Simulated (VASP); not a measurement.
# Sn (Im-3m) in VASP: settings compared, part 2 of 2

VASP 6.6.1. The steps go on from the part before.

**3. Relaxation of cell and atoms, PBE+dDsC**

Input file INCAR:

```
SYSTEM = Sn
PREC = Accurate ; ENCUT = 600
EDIFF = 1E-6 ; ISMEAR = -1
SIGMA = 0.05 ; LREAL = .False.
LASPH = .True. ; NELM = 80
ALGO = Normal ; ISIF = 3
LWAVE = .False. ; LCHARG = .False.
GGA = PE ; IVDW = 4
IBRION = 2 ; NSW = 60
EDIFFG = -0.01
```

Input file KPOINTS:

```
regular mesh
0
Gamma
  10 10 10
  0 0 0
```

Input file POSCAR:

```
Sn
1.0
   -1.8946518192      1.8946518192      1.8946518192
    1.8946518192     -1.8946518192      1.8946518192
    1.8946518192      1.8946518192     -1.8946518192
Sn
1
Direct
    0.0000000000      0.0000000000      0.0000000000
```

Potentials or basis: VASP PAW PBE potentials, release 64 (Sn_d).

Started as:

```bash
cat potpaw_PBE.64/Sn_d/POTCAR > POTCAR
mpirun -np 1 vasp_std > vasp.out
```

OUTCAR:

```text
SYSTEM = Sn
   PREC = Accurate
   ENCUT = 600
   EDIFF = 1E-6
   ISMEAR = -1
   LREAL = .False.
   LASPH = .True.
   NELM = 80
   ISIF = 3
   GGA = PE
   IVDW = 4
   IBRION = 2
   NSW = 60
   EDIFFG = -0.01
  IVDW =   4

 ion  position               nearest neighbor table
   1  0.000  0.000  0.000-

  LATTYP: Found a body centered cubic cell.
 ALAT       =     3.7893036384

  Lattice vectors:

 A1 = (  -1.8946518192,   1.8946518192,   1.8946518192)
 A2 = (   1.8946518192,  -1.8946518192,   1.8946518192)
 A3 = (   1.8946518192,   1.8946518192,  -1.8946518192)

Analysis of symmetry for initial positions (statically):
=====================================================================
 Subroutine PRICEL returns:
 Original cell was already a primitive cell.

 Routine SETGRP: Setting up the symmetry group for a
 body centered cubic supercell.

 Subroutine GETGRP returns: Found 48 space group operations
 (whereof 48 operations were pure point group operations)
 out of a pool of 48 trial point group operations.

The static configuration has the point symmetry O_h .

Analysis of symmetry for dynamics (positions and initial velocities):
=====================================================================
 Subroutine PRICEL returns:
 Original cell was already a primitive cell.

 Routine SETGRP: Setting up the symmetry group for a
 body centered cubic supercell.

 Subroutine GETGRP returns: Found 48 space group operations
 (whereof 48 operations were pure point group operations)
 out of a pool of 48 trial point group operations.

The dynamic configuration has the point symmetry O_h .

 Subroutine INISYM returns: Found 48 space group operations
 (whereof 48 operations are pure point group operations),
 and found     1 'primitive' translations

----------------------------------------------------------------------------------------

                                     Primitive cell

  volume of cell :      27.2050

  direct lattice vectors                    reciprocal lattice vectors
    -1.894651819  1.894651819  1.894651819     0.000000000  0.263900731  0.263900731
     1.894651819 -1.894651819  1.894651819     0.263900731  0.000000000  0.263900731
     1.894651819  1.894651819 -1.894651819     0.263900731  0.263900731  0.000000000

  length of vectors
     3.281633214  3.281633214  3.281633214     0.373211993  0.373211993  0.373211993

  position of ions in fractional coordinates (direct lattice)
     0.000000000  0.000000000  0.000000000

  ion indices of the primitive-cell ions
   primitive index   ion index
                 1           1

----------------------------------------------------------------------------------------

 KPOINTS: regular mesh

Automatic generation of k-mesh.
 Grid dimensions read from file:
 generate k-points for:   10   10   10

 Generating k-lattice:

  Cartesian coordinates                     Fractional coordinates (reciprocal lattice)
     0.000000000  0.026390073  0.026390073     0.100000000  0.000000000  0.000000000
     0.026390073  0.000000000  0.026390073     0.000000000  0.100000000  0.000000000
     0.026390073  0.026390073  0.000000000     0.000000000  0.000000000  0.100000000

  Length of vectors
     0.037321199  0.037321199  0.037321199

  Shift w.r.t. Gamma in fractional coordinates (k-lattice)
     0.000000000  0.000000000  0.000000000

 Subroutine IBZKPT returns following result:
 ===========================================

 Found     47 irreducible k-points:

 Following reciprocal coordinates:
            Coordinates               Weight
  0.000000  0.000000  0.000000      1.000000
  0.100000  0.000000  0.000000     12.000000
  0.200000  0.000000  0.000000     12.000000
  0.300000  0.000000  0.000000     12.000000
  0.400000  0.000000  0.000000     12.000000
  0.500000  0.000000  0.000000      6.000000
[... 16 lines left out ...]
  0.300000  0.300000  0.100000      8.000000
 -0.300000  0.300000  0.100000     24.000000
 [... further k-points ...]
   k-points           NKPTS =     47   k-points in BZ     NKDIM =     47   number of bands    NBANDS=     11
   number of dos      NEDOS =    301   number of ions     NIONS =      1
   total plane-waves  NPLWV =  21952
   dimension x,y,z NGX =    28 NGY =   28 NGZ =   28
   dimension x,y,z NGXF=    56 NGYF=   56 NGZF=   56
   ions per type =               1
   NGX,Y,Z   is equivalent  to a cutoff of  14.18, 14.18, 14.18 a.u.
   NGXF,Y,Z  is equivalent  to a cutoff of  28.37, 28.37, 28.37 a.u.
 SYSTEM =  Sn
   PREC   = accura    normal or accurate (medium, high low for compatibility)
   ISTART =      0    job   : 0-new  1-cont  2-samecut
   ICHARG =      2    charge: 1-file 2-atom 10-const
   ISPIN  =      1    spin polarized calculation?
   LNONCOLLINEAR =      F non collinear calculations
   LSORBIT =      F    spin-orbit coupling
   LASPH  =      T    aspherical Exc in radial PAW
   ENCUT  =  600.0 eV  44.10 Ry    6.64 a.u.   6.55  6.55  6.55*2*pi/ulx,y,z
   NELM   =     80;   NELMIN=  2; NELMDL= -5     # of ELM steps
   EDIFF  = 0.1E-05   stopping-criterion for ELM
   LREAL  =      F    real-space projection
   EDIFFG = -.1E-01   stopping-criterion for IOM
   NSW    =     60    number of steps for IOM
   IBRION =      2    ionic relax: 0-MD 1-quasi-New 2-CG
   NFREE  =      1    steps in history (QN), initial steepest desc. (CG)
   ISIF   =      3    stress and relaxation
   ISYM   =      2    0-nonsym 1-usesym 2-fastsym
   POTIM  = 0.5000    time-step for ionic-motion
   TEBEG  =    0.0;   TEEND  =   0.0 temperature during run
   PSTRESS=    0.0 pullay stress
   NELECT =      14.0000    total number of electrons
   NUPDOWN=      -1.0000    fix difference up-down
   EMIN   =  10.00;   EMAX   =-10.00  energy-range for DOS
   EFERMI =   0.00;   METHOD = LEGACY
   ISMEAR =    -1;   SIGMA  =   0.05  broadening in eV -4-tet -1-fermi 0-gaus
   EFERMI_NEDOS =   21; number of points for ismear=-14 and -15
   IALGO  =     38    algorithm
   IMIX   =      4    mixing-type and parameters
     AMIX     =   0.40;   BMIX     =  1.00
     AMIX_MAG =   1.60;   BMIX_MAG =  1.00
  volume/ion in A,a.u.               =      27.20       183.59
  Fermi-wavevector in a.u.,A,eV,Ry     =   1.311902  2.479136 23.416813  1.721087
  Thomas-Fermi vector in A             =   2.442332
   LORBIT       =      0    0 simple, 1 ext, 2 COOP (PROOUT), +10 PAW based schemes
   GGA     = PE    functional components
   LHFCALC =     F    Hartree Fock is set to
   AEXX    =    0.0000 exact exchange contribution
   IVDW    =     4    specifies the selected vdW correction
   LEPSILON=     F    determine dielectric tensor
   LRPA    =     F    only Hartree local field effects (RPA)
 conjugate gradient relaxation of ions
 non-spin polarized calculation
  energy-cutoff  :      600.00
  volume of cell :       27.20
 maximum number of plane-waves:       935
 NGX is ok and might be reduce to    28
   NGX = 13   NGY = 13   NGZ = 13

--------------------------------------- Ionic step        1  -------------------------------------------

 number of electron      13.9999996 magnetization

 Free energy of the ion-electron system (eV)
  ---------------------------------------------------
  ext. energy  EPLUGINS =         0.00000000
  ---------------------------------------------------
  free energy    TOTEN  =        -3.76233284 eV

  energy without entropy =       -3.75504098  energy(sigma->0) =       -3.75868691

------------------------ aborting loop because EDIFF is reached ----------------------------------------

  dDsC method for vdW energy calculation

  Number of pair interactions contributing to vdW energy:   19338
[... 73 lines left out ...]
--------------------------------------- Ionic step        3  -------------------------------------------

 number of electron      13.9999999 magnetization

 Free energy of the ion-electron system (eV)
  ---------------------------------------------------
  ext. energy  EPLUGINS =         0.00000000
  ---------------------------------------------------
  free energy    TOTEN  =        -3.75627937 eV

  energy without entropy =       -3.74941749  energy(sigma->0) =       -3.75284843

 E-fermi :   8.3966     XC(G=0): -10.4960

 val. band max:        8.3845900802   @ k =   0.2000   0.2000   0.2000
 cond. band min:       8.4139909391   @ k =  -0.4000   0.4000   0.4000
 fundamental gap:      0.0294008588
 Fermi energy:         8.3965554311

 k-point     1 :       0.0000    0.0000    0.0000
  band No.  band energies     occupation
      1     -13.1701      2.00000
      2     -13.1701      2.00000
      3     -13.1701      2.00000
      4     -13.0202      2.00000
      5     -13.0202      2.00000
      6      -2.8665      2.00000
      7      16.6396      0.00000
      8      16.6396      0.00000
      9      16.6396      0.00000
     10      20.5901      0.00000
     11      20.5901      0.00000
[... 309 lines left out ...]
 k-point    24 :      -0.3000    0.3000    0.1000
  band No.  band energies     occupation
      1     -13.1789      2.00000
      2     -13.1309      2.00000
      3     -13.0554      2.00000
      4     -13.0294      2.00000
      5     -13.0170      2.00000
      6      -0.6349      2.00000
      7       8.6055      0.03017
      8      12.3641      0.00000
      9      13.6953      0.00000
     10      17.5555      0.00000
     11      18.5537      0.00000

 [... further k-points ...]

------------------------ aborting loop because EDIFF is reached ----------------------------------------

  Hirshfeld-DOM and Hirshfeld charges and relative Volumes:
            ion         q(e)           q(e)           rel_vol
   -----------------------------------------------------------
      1     Sn          0.000          0.000          1.048

  dDsC method for vdW energy calculation

  Number of pair interactions contributing to vdW energy:   19794

  Edisp (eV):   -0.29287
[... 24 lines left out ...]
  FREE ENERGIE OF THE ION-ELECTRON SYSTEM (eV)
  ---------------------------------------------------
  free  energy   TOTEN  =        -4.0491505688 eV

  energy  without entropy=       -4.0422886873  energy(sigma->0) =       -4.04571963

 reached required accuracy - stopping structural energy minimisation
```

OSZICAR:

```text
N       E                     dE             d eps       ncg     rms          rms(c)
DAV:   1     0.768828101107E+02    0.76883E+02   -0.80431E+03  1050   0.212E+03
DAV:   2     0.945000315719E+00   -0.75938E+02   -0.74239E+02  1052   0.356E+02
DAV:   3    -0.367059458012E+01   -0.46156E+01   -0.45735E+01  1196   0.785E+01
DAV:   4    -0.377188875530E+01   -0.10129E+00   -0.10123E+00  1167   0.124E+01
[... 19 lines left out ...]
DAV:   2    -0.375688261420E+01    0.25358E-02   -0.37580E-03  1169   0.136E+00    0.133E-01
DAV:   3    -0.375631568777E+01    0.56693E-03   -0.15639E-03  1485   0.808E-01    0.161E-02
DAV:   4    -0.375628385484E+01    0.31833E-04   -0.39273E-05  1148   0.966E-02    0.447E-03
DAV:   5    -0.375628021150E+01    0.36433E-05   -0.18411E-06  1123   0.142E-02    0.235E-03
DAV:   6    -0.375627937286E+01    0.83864E-06   -0.36047E-07   553   0.106E-02
   3 F= -.40491506E+01 E0= -.40457196E+01  d E =0.281492E-02
```

Run time: 63 s. Hardware: 1 thread of Intel Xeon Platinum 8259CL at 2.50GHz (Skylake/Cascade Lake), shared host; peak memory 0.17 GiB.

Results:

```yaml
Free_energy: -4.0492 eV
Relaxed_volume: 26.46 Å³/atom
Relaxed_cell: a = 3.251 Å, b = 3.251 Å, c = 3.251 Å, α = 109.47°, β = 109.47°, γ = 109.47°
Space_group_after_relaxing_to_0.05_Å: Im-3m (No. 229)
Energy_gained_by_relaxing: -2.8 meV/atom
Ionic_steps: 3
Pressure_after_relaxing: 0.0 GPa
Band_gap_on_the_k_mesh: none (metal or under the smearing width)
Dispersion_energy_per_atom: -0.293 eV
```

The path:
```csv
step,energy change (eV),largest force (eV/Å),pressure (GPa),volume (Å³)
1,0.0000,0.0000,-1.31,27.20
2,0.0039,0.0000,0.22,26.34
3,0.0028,0.0000,0.00,26.46
```

Final structure:
```cif
data_structure
_symmetry_space_group_name_H-M 'P 1'
_symmetry_Int_Tables_number 1
_cell_length_a 3.2514
_cell_length_b 3.2514
_cell_length_c 3.2514
_cell_angle_alpha 109.471
_cell_angle_beta 109.471
_cell_angle_gamma 109.471
_cell_volume 26.46
loop_
_atom_site_label
_atom_site_type_symbol
_atom_site_fract_x
_atom_site_fract_y
_atom_site_fract_z
_atom_site_occupancy
Sn1 Sn 0.00000 0.00000 0.00000 1
```

Caveat: pairwise dispersion overbinds metals, which lowers pressure and volume.

**4. The reference run**

An earlier run on the cell as given: functional PBE; potentials or basis VASP PAW PBE potentials, release 64 (Sn_d); cutoff 520 eV; k mesh 10 × 10 × 10; occupations fermi-dirac, width 0.05 eV; no spin polarisation.

- Pressure: 0.6 GPa
- Band gap on the k mesh: none (metal or under the smearing width)

**5. Overview**

```tsv
task	level	cell	cutoff (eV)	gap on the mesh (eV)	pressure (GPa)	relaxed volume (Å³/atom)
relaxation of cell and atoms	PBE+TS-HI	relaxed	600	none	0.0	26.14
relaxation of cell and atoms	PBE+dDsC	relaxed	600	none	0.0	26.46
single point	PBE	as given	520	none	0.6	-
```

Alike in all rows: potentials or basis VASP PAW PBE potentials, release 64 (Sn_d); no spin polarisation; k mesh 10 × 10 × 10; smearing fermi-dirac 0.05 eV.

Caveats: pairwise dispersion overbinds metals, which lowers pressure and volume (some runs).

Total energies depend on the potentials used, so only differences within one code and one set of settings carry meaning.
